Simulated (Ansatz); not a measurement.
## Where V_Al puts its levels in the gap of Al2O3 (R-3c)

Wanted: the transition levels of a vacancy in Al2O3 (R-3c), from a cell of 80 host atoms with 1 Al taken out.

Main program and level: Ansatz 0.2.0; place-levels on PBEsol runs: charge-transition levels and formation energies with image-charge correction and potential alignment at the atomic sites.

Experimental background.

“Multi-petahertz electron interference in Cr:Al2O3 solid-state material” (2018, pmc:5906618) quotes from earlier work for Al2O3, alpha (corundum) (high-purity reference sample): band gap (optical band gap of host from absorption) 8.7 eV [literature value quoted for a high-purity sample; optical absorption edge, temperature …].

Report form: the programs' logs are mostly left out.

## (1) Set-up

The cell holds 79 atoms: 31 Al and 48 O. Its edges and angles: a = 10.280 Å, b = 10.280 Å, c = 10.280 Å, α = 55.3°, β = 55.3°, γ = 55.3°. It derives from Al2O3 (space group R-3c). Nearest the centre at fractional (0.426, 0.426, 0.426): O25 at 1.86 Å, O19 at 1.86 Å, O48 at 1.86 Å, O17 at 1.97 Å, O24 at 1.97 Å, O46 at 1.97 Å, Al1 at 2.66 Å, Al32 at 2.80 Å.

As a file:

The host's dielectric constants go in as inputs: (3.30, 3.30, 3.26) for the electrons alone, (9.72, 9.72, 11.81) with the ions, from a response run on this crystal (DFPT, PBEsol) at that run's own cell.

The cell's shortest repeat is 9.5 Å.

## (2) What was run first

Levels follow from differences of total energies between charge states, each relaxed by itself.

Each atom starts 0.05 Å or so off its site in a random direction: a symmetric start keeps its symmetry, and would miss off-centre moves and Jahn–Teller distortions. Forces are taken at one point at (¼, ¼, ¼). The cell holds 3 electrons more than the neutral one, with a uniform background that keeps it neutral on the whole.

The sampling was tested on the host first: at the k-points planned (1x1x1 shifted 0.25 0.25 0.25) its energy lies 0.004 eV an atom from the dense-mesh value, under the bound of 0.02 eV set for this test; that bounds the host's error, not the defect's.

One of the inputs; charge, spin and start change from state to state.

qm3.relax/input.yaml

```yaml
crystal:
  lattice:
    - [2.38693371, 1.37809682, 4.33826903]
    - [-2.38693371, 1.37809682, 4.33826903]
    - [0.0, -2.75619364, 4.33826903]
  atoms:
    - { symbol: Al, position: [0.64792089, 0.64792089, 0.64792089] }
    - { symbol: Al, position: [0.85207911, 0.85207911, 0.85207911] }
    - { symbol: Al, position: [0.14792089, 0.14792089, 0.14792089] }
    - { symbol: Al, position: [0.35207911, 0.35207911, 0.35207911] }
    - { symbol: O, position: [0.44414023, 0.05585977, 0.75] }
    - { symbol: O, position: [0.94414023, 0.25, 0.55585977] }
    - { symbol: O, position: [0.05585977, 0.75, 0.44414023] }
    - { symbol: O, position: [0.75, 0.44414023, 0.05585977] }
    - { symbol: O, position: [0.25, 0.55585977, 0.94414023] }
    - { symbol: O, position: [0.55585977, 0.94414023, 0.25] }
  supercell: [2, 2, 2]
  defects: [{ vacancy: 1 }]
total_charge: -3
basis:
  ecutwfc: 420
  xc_grid: 2
hamiltonian:
  xc: pbesol
kpoints:
  mp_grid: { grid: [1, 1, 1], shift: [0.25, 0.25, 0.25] }
scf:
  occupations: { method: fixed }
  max_iter: 60
output:
  forces: true
  charged_corrections: { epsilon: [3.3, 3.3, 3.26], static_epsilon: [9.72, 9.72, 11.81] }
relax:
  f_tol: 0.02
  max_steps: 80
  random_displacement: { amplitude: 0.05, seed: 9086 }
checkpoint:
  write: "../qm3.relax.run"
  compress: false
  write_wavefunctions: true
  write_every: 100000
```

On the command line:

```bash
> ansatz run input.yaml --threads 8 --pin off --max-ram 22609MiB --backend cpu --events-out ev --progress --plain --runs-dir out
```

Defect states can disperse in a cell of this size, so the energy is taken again at a 2×2×2 shifted mesh, on the relaxed structure.

The run of this state that the levels use, under PBEsol:

qm3.point/input.yaml

```yaml
crystal:
  checkpoint: "../qm3.relax.run"
  host: checkpoint
total_charge: -3
basis:
  ecutwfc: 420
  xc_grid: 2
hamiltonian:
  xc: pbesol
kpoints:
  mp_grid: { grid: [2, 2, 2], shift: [0.5, 0.5, 0.5] }
scf:
  occupations: { method: fermi_dirac, width: 0.01 }
  max_iter: 60
output:
  forces: true
  eigenvalues: true
  charged_corrections:
    epsilon: [3.3, 3.3, 3.26]
    static_epsilon: [9.72, 9.72, 11.81]
    defect_position: [0.426048, 0.426048, 0.426048]
  eigenstates: { localisation: true }
  populations: true
  band_densities: [{ bands: [v1, v1] }, { bands: [c1, c1] }]
  write_density: true
  write_potential: true
  volumetric_format: npy
checkpoint:
  read: "../qm3.relax.run"
  write: "../qm3.point.run"
  compress: false
  write_wavefunctions: false
  write_every: 100000
```

Relaxations under PBEsol at one point at (¼, ¼, ¼); times on 8 threads of Arm Neoverse V2, shared host:

```
charge  moment (μB)  occupations        outcome  steps  largest displacement against the far atoms (Å)     time
    −3            0        fixed      converged      5                                            0.22     25 s
    −2            1        fixed      converged      6                                            0.20     99 s
    −1            0        fixed      converged      7                                            0.16     47 s
    −1            2        fixed      converged      8                                            0.18  1.8 min
     0            1        fixed      converged      9                                            0.20  2.4 min
     0            3        fixed      converged      7                                            0.17     95 s
    +1            0        fixed  not converged      -                                               -     15 s
    +1            0  fermi-dirac      converged      6                                            0.18     39 s
    +1            2        fixed      converged     10                                            0.21  2.2 min
```

Single points under PBEsol at a 2×2×2 shifted mesh; times on 8 threads of Arm Neoverse V2, shared host:

```
charge  moment (μB)  occupations    outcome     time
    −3            0  fermi-dirac  converged     39 s
    −2            1  fermi-dirac  converged  2.7 min
    −1            0  fermi-dirac  converged     41 s
    −1            2  fermi-dirac  converged  2.5 min
     0            1  fermi-dirac  converged  2.3 min
     0            3  fermi-dirac  converged  2.4 min
    +1            0  fermi-dirac  converged     49 s
    +1            2  fermi-dirac  converged    2 min
```

Distances (Å) from the ideal centre to the nearest atoms after relaxation with PBEsol:

```csv
charge,moment (μB),1.,2.,3.,4.,5.,6.
−3,0,O 2.00,O 2.01,O 2.01,O 2.12,O 2.12,O 2.12
−2,1,O 2.01,O 2.01,O 2.02,O 2.11,O 2.12,O 2.12
−1,0,O 2.02,O 2.02,O 2.02,O 2.12,O 2.12,O 2.12
−1,2,O 2.02,O 2.02,O 2.03,O 2.11,O 2.11,O 2.12
0,1,O 2.03,O 2.03,O 2.05,O 2.09,O 2.10,O 2.13
0,3,O 2.02,O 2.02,O 2.03,O 2.12,O 2.12,O 2.13
+1,0,O 2.03,O 2.03,O 2.04,O 2.12,O 2.12,O 2.12
+1,2,O 2.01,O 2.01,O 2.03,O 2.10,O 2.14,O 2.17
```

## (3) Placing the levels, PBEsol

A charged cell interacts with its images and the background, and its potential has another zero than the host's. place-levels removes the first by a point-charge model, screened by the static dielectric constant since the ions have relaxed around the charge, and the second by comparing potentials at atoms far from the defect.

The host is a run of the defect-free crystal in the same cutoffs, grids and k-points, so that basis and sampling errors cancel in part in the differences. The host is run in a cell of 10 atoms on a matching mesh. Its band edges are searched through the zone by a band path, so the gap is smaller than, or equal to, that on the mesh. Chemical potentials are energies per atom of Al (fcc), run with the same functional and cutoff.

levels.point.yaml

```yaml
host:
  run: host.point.run
states: [qm3.point.run, qm2_M1.point.run, qm1.point.run, qm1_M2.point.run, q0_M1.point.run, q0_M3.point.run, qp1.point.run, qp1_M2.point.run]
geometry_from:
  qm3.point.run: qm3.relax.run
  qm2_M1.point.run: qm2_M1.relax.run
  qm1.point.run: qm1.relax.run
  qm1_M2.point.run: qm1_M2.relax.run
  q0_M1.point.run: q0_M1.relax.run
  q0_M3.point.run: q0_M3.relax.run
  qp1.point.run: qp1.relax_smeared.run
  qp1_M2.point.run: qp1_M2.relax.run
  host.point.run: host.relax.run
chemical_potentials:
  Al:
    energy: -524.553864
    dataset: <sha256 of the dataset>
epsilon: [3.3, 3.3, 3.26]
static_epsilon: [9.72, 9.72, 11.81]
vertical:
  - { from: qm3.point.run, to: qm3.point_neutral.run }
  - { from: qm1.point.run, to: qm1.point_neutral.run }
  - { from: qm1_M2.point.run, to: qm1_M2.point_neutral.run }
  - { from: qp1.point.run, to: qp1.point_neutral.run }
  - { from: qp1_M2.point.run, to: qp1_M2.point_neutral.run }
```

On the command line:

```bash
> ansatz place-levels levels.point.yaml -- --threads 8 --pin off --max-ram 22609MiB
```

Wall time 1.5 s (8 threads of Arm Neoverse V2, shared host).

Under PBEsol the gap is 6.03 eV, (+1/0) 0.00 (with band filling), (0/−1) 0.57, (−1/−2) 1.16, (−2/−3) 1.79 eV.

Levels between the charges placed, in eV above the valence top:

|  | gap (eV) | (+1/0) | (0/−1) | (−1/−2) | (−2/−3) |
| --- | --- | --- | --- | --- | --- |
| PBEsol | 6.03 | 0.00 | 0.57 | 1.16 | 1.79 |

Corrections by state:

| charge | moment (μB) | image terms and alignment (eV) | band filling (eV) | ε used | over the lowest of its charge, as the program ranks them, band filling apart (eV) |
| --- | --- | --- | --- | --- | --- |
| +1 | 2.0 | -0.173 | -0.034 | principal values (9.72, 9.72, 11.81) | 0.000 |
| 0 | 3.0 | 0.000 | - | - | 0.000 |
| −1 | 2.0 | 0.554 | - | principal values (9.72, 9.72, 11.81) | 0.000 |
| −2 | 1.0 | 1.502 | - | principal values (9.72, 9.72, 11.81) | 0.000 |
| −3 | 0.0 | 2.856 | - | principal values (9.72, 9.72, 11.81) | 0.000 |
| +1 | 0.0 | -0.207 | - | principal values (9.72, 9.72, 11.81) | 0.332 |
| 0 | 1.0 | 0.000 | - | - | 0.059 |
| −1 | 0.0 | 0.560 | - | principal values (9.72, 9.72, 11.81) | 0.196 |

The charged structures listed were also run neutral, and place-levels reads from each pair, by the potential or the spins, how wide the charge is by which they differ; that can be the carrier of either run.

| charge | rms radius (Å) | spread where it is widest against the cell (Å) | wide from (Å) | reading |
| --- | --- | --- | --- | --- |
| +1 | 3.8 | 2.37 | 1.36 | wide |
| −1 | 2.8 | 1.63 | 1.36 | wide |
| −3 | 3.9 | 2.32 | 1.36 | wide |

The neutral runs of these pairs need not share the spin of the lowest neutral state, and very wide values only mean spread over the cell.

From the program's caveats on the states, each cut to its opening words:

- charge +1 (2 μB): it parts from the run at its places by a charge that spreads by about 2.4 Å along one vector (1.4 Å or more is wide), by its potential at epsilon [3.3, 3.3, [...]
- charge +1 (2 μB): a band-filling correction moves a carrier to the host's band edge, which changes its energy by -0.034 eV
- charge +1 (2 μB): its displacements don't fall off away from the defect: farther atoms stand 0.016 Å off the host's places
- charge +1 (2 μB): its moments are held at its close (magnetization.spin_locking), by a field of 0.050 eV a Bohr magneton, and its energy and levels are of the state that this [...]
- charge 0 (3 μB): its displacements don't fall off away from the defect: farther atoms stand 0.014 Å off the host's places
- charge −1 (2 μB): it parts from the run at its places by a charge that spreads by about 1.6 Å along one vector (1.4 Å or more is wide), by the spins about the atoms, where the [...]
- charge −2 (1 μB): how wide its charge is, is not read beside other atoms or cores, and a band state would take no correction
- charge −3: it parts from the run at its places by a charge that spreads by about 2.3 Å along one vector (1.4 Å or more is wide), by its potential at epsilon [3.3, 3.3, [...]
- charge +1: it parts from the run at its places by a charge that spreads by about 3.6 Å along one vector (1.4 Å or more is wide), by its potential at epsilon [3.3, 3.3, [...]
- charge +1: its displacements don't fall off away from the defect: farther atoms stand 0.017 Å off the host's places
- charge −1: it parts from the run at its places by a charge that spreads by about 2.2 Å along one vector (1.4 Å or more is wide), by its potential at epsilon [3.3, 3.3, [...]

The host's formation energy from the elements is -3.094 eV per atom; it sets how far the chemical potentials can move.

Limit set by the element alone; other compounds of these elements are not counted. Chemical potentials from the elements' reference states: Al 0.00 eV, O -5.16 eV. Formation energy by charge state (Al-rich; gap 6.03 eV):

```
charge  at valence top (eV)  at conduction bottom (eV)  correction included (eV)
    +1                12.38                      18.41                     -0.21
     0                12.38                      12.38                      0.00
    −1                12.94                       6.91                      0.55
    −2                14.10                       2.04                      1.50
    −3                15.89                      -2.20                      2.86
```

```csv
Fermi level (eV),lowest formation energy (eV)
0.00,12.38
0.55,12.38
1.10,11.85
1.64,10.81
2.19,9.31
2.74,7.67
3.29,6.01
3.84,4.37
4.39,2.73
4.93,1.08
5.48,-0.56
6.03,-2.20
```

Limit set by the element alone; other compounds of these elements are not counted. Chemical potentials from the elements' reference states: O 0.00 eV, Al -7.73 eV. Formation energy by charge state (O-rich; gap 6.03 eV):

```
charge  at valence top (eV)  at conduction bottom (eV)  correction included (eV)
    +1                 4.64                      10.67                     -0.21
     0                 4.64                       4.64                      0.00
    −1                 5.21                      -0.82                      0.55
    −2                 6.37                      -5.69                      1.50
    −3                 8.15                      -9.94                      2.86
```

(Fermi level (eV), lowest formation energy (eV)): (0.00, 4.64), (0.55, 4.64), (1.10, 4.11), (1.64, 3.08), (2.19, 1.58), (2.74, -0.06), (3.29, -1.72), (3.84, -3.36), (4.39, -5.01), (4.93, -6.65), (5.48, -8.29), (6.03, -9.94)

## (4) place-levels, r2SCAN

r2SCAN on the same structure is run to see how far the result rests on the functional, though not on the errors that semilocal functionals share; the sampling changes too, to one point at (¼, ¼, ¼), so differences hold both changes.

qm3.r2scan/input.yaml

```yaml
crystal:
  checkpoint: "../qm3.relax.run"
  host: checkpoint
total_charge: -3
basis:
  ecutwfc: 500
  xc_grid: 2
hamiltonian:
  xc: r2scan
kpoints:
  mp_grid: { grid: [1, 1, 1], shift: [0.25, 0.25, 0.25] }
scf:
  occupations: { method: fermi_dirac, width: 0.01 }
  max_iter: 60
output:
  forces: true
  eigenvalues: true
  charged_corrections:
    epsilon: [3.3, 3.3, 3.26]
    static_epsilon: [9.72, 9.72, 11.81]
    defect_position: [0.426048, 0.426048, 0.426048]
  eigenstates: { localisation: true }
  populations: true
checkpoint:
  write: "../qm3.r2scan.run"
  compress: false
  write_wavefunctions: false
  write_every: 100000
```

It took 23 s on 8 threads; peak memory 1.8 GiB; 2.1 min of CPU time.

levels.r2scan.yaml

```yaml
host:
  run: host.r2scan.run
  levels_from: { run: edges.r2scan.run }
states: [qm3.r2scan.run, qm2_M1.r2scan.run, qm1.r2scan.run, qm1_M2.r2scan.run, q0_M1.r2scan.run, q0_M3.r2scan.run, qp1.r2scan.run, qp1_M2.r2scan.run]
geometry_from:
  qm3.r2scan.run: qm3.relax.run
  qm2_M1.r2scan.run: qm2_M1.relax.run
  qm1.r2scan.run: qm1.relax.run
  qm1_M2.r2scan.run: qm1_M2.relax.run
  q0_M1.r2scan.run: q0_M1.relax.run
  q0_M3.r2scan.run: q0_M3.relax.run
  qp1.r2scan.run: qp1.relax_smeared.run
  qp1_M2.r2scan.run: qp1_M2.relax.run
  host.r2scan.run: host.relax.run
chemical_potentials:
  Al:
    energy: -540.416008
    dataset: <sha256 of the dataset>
```

On the command line:

```bash
> ansatz place-levels levels.r2scan.yaml -- --threads 8 --pin off --max-ram 22609MiB
```

Run time: 0.51 s. Hardware: 8 threads.

Under r2SCAN the gap is 7.03 eV, (+1/0) 0.19, (0/−1) 0.72, (−1/−2) 1.42, (−2/−3) 1.90 eV; the stage before (PBEsol, at other k-points) gave a gap of 6.03 eV and levels within 0.26 eV of these.

## (5) Cost and result

Levels between neighbouring charges, in eV above each run's own valence top:

```csv
,gap (eV),(+1/0),(0/−1),(−1/−2),(−2/−3),CPU time a state at this stage (restarts are quicker than cold starts)
"PBEsol, 2×2×2 shifted mesh",6.03,0.00,0.57,1.16,1.79,11 min
"r2SCAN on PBEsol structures, (¼, ¼, ¼)",7.03,0.19,0.72,1.42,1.90,6 min
```

## (6) Outcome

- gap of the host: 6.03 eV (PBEsol)
- level (plus 1/0): 0.00 eV above the valence top (-0.03 eV above the valence top without the band-filling term)
- level (0/minus 1): 0.57 eV above the valence top
- level (minus 1/minus 2): 1.16 eV above the valence top
- level (minus 2/minus 3): 1.79 eV above the valence top
- lowest of the charges placed, just above the valence top (0.02 eV): 0
- lowest of the charges placed, just below the conduction bottom (0.02 eV): −3
- lowest formation energy at mid-gap of the charges run, Al-rich: 6.84 eV
- lowest formation energy at mid-gap of the charges run, O-rich: -0.89 eV

**Reading.** Of the charges placed (−3, −2, −1, 0 and +1), the lowest changes at 0.57 eV (0/−1), 1.16 eV (−1/−2) and 1.79 eV (−2/−3) above the valence top, in a gap of 6.03 eV. Charges below −3 were not placed, so these runs say nothing of levels that involve them. States placed: +1 at 2 μB and 0 μB; 0 at 3 μB and 1 μB; −1 at 2 μB and 0 μB; −2 at 1 μB; −3 at 0 μB. Other spin states or structures, where not listed, weren't placed. The program finds carriers beyond a band edge of the host and adds a band-filling term at charge +1 (-0.03 eV); steps to such a charge show no bound level, and a defect level inside a band would be read the same way. Corrections reach 2.9 eV, so the cell is small for these charges and their levels are rough. What this leaves open: PBEsol makes the gap too small and tends to spread out bound carriers; where a gas molecule sets a chemical potential or the host's formation energy, its binding is uncorrected; force components of up to 0.21 eV/Å remain in a run at the final settings.

Computed beside measured:

| quantity | measured | PBEsol | r2SCAN |
| --- | --- | --- | --- |
| band gap (least gap of the host; the measured gap is an optical one, which needn't be the least gap) (eV) | 8.7 | 6.03 (-2.67 eV) | 7.03 (-1.67 eV) |

Measured values from pmc:5906618 (2018).

**Verdict.** For the band gap, of the levels listed nearest comes r2SCAN (-1.67 eV, a clear miss) and farthest PBEsol (-2.67 eV, a clear miss). Local and semilocal functionals usually give gaps below the measured ones. An optical gap can lie under the band gap by the exciton's binding. Zero-point and thermal motion shift the measured gap.

[Logs are printed without paths, hosts, clocks, repeated set-up lines and the standing remarks that a program may print on its own settings, such as how far it seeks lower states.]

[Hosts, paths, dates, database ids (printed as entryN), source tags and the programs' standing remarks are cut or masked in the printed files.]

[Where a table of states has a column of steps, it counts the stored structures, which are thinned; the runs took as many ionic steps or more.]

[A defect's name tells the site on which it was built; relaxed atoms can leave that site.]

[For some hosts the program warned that the k-mesh of the response run may be too coarse for force constants and the static dielectric constant; such warnings are not shown here.]
